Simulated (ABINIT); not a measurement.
Here is an ABINIT 10.8.3 (patched build) calculation.

Contents of run.abi:

```
# Pseudopotentials
pp_dirpath "./"
pseudos "Sn.upf"

# Structure
acell 3*1.0
rprim
    -5.5560602284     5.5560602284     3.0222427496
     5.5560602284    -5.5560602284     3.0222427496
     5.5560602284     5.5560602284    -3.0222427496
ntypat 1
znucl 50
natom 2
typat 1 1
xred
     0.0000000000     0.0000000000     0.0000000000
     0.7500000000     0.2500000000     0.5000000000

# Plane-wave basis
ecut 36.0

# k points
kptopt 1
ngkpt 9 9 9
nshiftk 1
shiftk 0.0 0.0 0.0

# Exchange and correlation
ixc -116133

# Bands and occupations
nband 18
occopt 3
tsmear 0.05 eV

# SCF cycle
nstep 100
tolvrs 1.0e-10

# Output
iomode 3
prtwf 0
prteig 0
prtebands 0
enunit 1
prtden 1
prtvha 1
prtvclmb 1
prtpot 1
prtelf 1
```

Potentials or basis: PseudoDojo NC SR PBEsol v0.4.1 standard.

Run with:

```console
$ abinit run.abi > log 2>&1
```

(1) Estimate the band gap on the k mesh.

(2) Predict the pressure.

Results:

(1) none (metal or under the smearing width).

(2) -1.4 GPa.
